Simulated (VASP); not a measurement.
## ZrS2: relaxation of cell and atoms with LDA

ZrS2:

```
Zr S
1.0
     3.69138    0.00000    0.00000
    -1.84569    3.19683    0.00000
     0.00000    0.00000    6.04108
Zr S
1 2
Cartesian
  0.0000 0.0000 0.0000
  1.8457 1.0656 4.6038
  0.0000 2.1312 1.4372
```

The cell is a database's computed one.

| Item | Value |
| --- | --- |
| Program | VASP 6.6.1 |
| Task | relaxation of cell and atoms |
| Functional | LDA |
| Potentials or basis | VASP PAW LDA potentials, release 64 (Zr_sv, S) |
| Cutoff | 600 eV |
| k mesh | 9 × 9 × 6 |
| Occupations | gaussian, width 0.02 eV |
| Spin | no spin polarisation |
| Further INCAR settings | ALGO = Normal; EDIFF = 1e-07; IBRION = 2; EDIFFG = -0.005; NSW = 90; ISIF = 3 |

```yaml
Relaxed_volume: 21.11 Å³/atom
Relaxed_cell: a = 3.596 Å, b = 3.596 Å, c = 5.655 Å, α = 90.00°, β = 90.00°, γ = 120.00°
Space_group_after_relaxing_to_0.05_Å: P-3m1 (No. 164)
Energy_gained_by_relaxing: 27.9 meV/atom
Ionic_steps: 14
Pressure_after_relaxing: 0.0 GPa
Band_gap_on_the_k_mesh: 0.51 eV, indirect (least direct gap 1.30 eV)
```

Forces on the atoms (eV/Å):
```
Zr   0.000  0.000  0.000
S    0.000  0.000  0.002
S    0.000  0.000 -0.002
```

Step by step:
| step | energy change (eV) | largest force (eV/Å) | pressure (GPa) | volume (Å³) |
| --- | --- | --- | --- | --- |
| 1 | 0.0000 | 0.2813 | -4.48 | 71.29 |
| 2 | 0.0273 | 1.0811 | 6.36 | 64.65 |
| 3 | -0.0482 | 0.2803 | -0.18 | 68.23 |
| 4 | -0.0482 | 0.2925 | -0.08 | 68.17 |
| 5 | -0.0551 | 0.2110 | -0.10 | 67.75 |
| 6 | -0.0595 | 0.0663 | -0.14 | 67.03 |
| 7 | -0.0646 | 0.0591 | -0.16 | 66.52 |
| 8 | -0.0773 | 0.0376 | -0.13 | 64.97 |
| 9 | -0.0782 | 0.0362 | 0.47 | 61.88 |
| 10 | -0.0832 | 0.0331 | 0.14 | 63.59 |
| 11 | -0.0835 | 0.0206 | 0.21 | 63.16 |
| 12 | -0.0835 | 0.0229 | 0.20 | 63.24 |
| 13 | -0.0813 | 0.1354 | -1.08 | 63.83 |
| 14 | -0.0836 | 0.0021 | 0.00 | 63.33 |

Final structure:
```xyz
3
Lattice="3.5959 0.0000 0.0000 -1.7980 3.1142 0.0000 0.0000 0.0000 5.6553" Properties=species:S:1:pos:R:3 pbc="T T T"
Zr    0.0000    0.0000    0.0000
S     1.7980    1.0381    4.2023
S     0.0000    2.0761    1.4530
```

Levels at points of the mesh, in eV from the valence-band top:
| k point | band 8 | band 9 | band 10 | band 11 | band 12 | band 13 | band 14 | band 15 | band 16 |
| --- | --- | --- | --- | --- | --- | --- | --- | --- | --- |
| (0.00, 0.00, 0.00) | -3.08 | -3.08 | -0.23 | -0.23 | 0.00 | 1.30 | 1.30 | 1.98 | 4.65 |
| (0.00, 0.00, 0.50) | -3.02 | -3.02 | -2.37 | -0.47 | -0.47 | 1.24 | 1.24 | 2.45 | 5.27 |

It took 8.4 min on 1 thread of Intel(R) Xeon(R) Platinum 8488C (Sapphire Rapids) (shared host), peak memory 0.23 GiB.

Caveat: an odd mesh through Γ misses points on the zone boundary, where band edges often lie.
